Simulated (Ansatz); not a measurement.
A crystal in the fcc structure was computed with PBE in Ansatz (plane waves, PAW datasets (generated soft set 1); cutoff 420 eV), no spin polarisation, no spin–orbit coupling, Fermi–Dirac smearing of 0.061 eV, k-spacing 0.06 Å⁻¹. It has a₀ = 4.504 Å and B₀ = 42 GPa.

Q: Which is it?
A. Yb
B. Cd
C. Si
D. V
E. Tm

A: B. The five: Cd 4.504 Å, 42 GPa; Si 3.869 Å, 83 GPa; V 3.817 Å, 177 GPa; Yb 5.224 Å, 18.8 GPa; Tm 5.206 Å, 18.2 GPa.

Model structures, not the usual forms at ambient conditions (metastable or hypothetical): Cd, Si, V, Tm. The open f shell of Tm is treated without spin here, so this is a model state and not the ground state. Semilocal functionals place the filled 4f shell of Yb metal too near the Fermi level and overbind it.
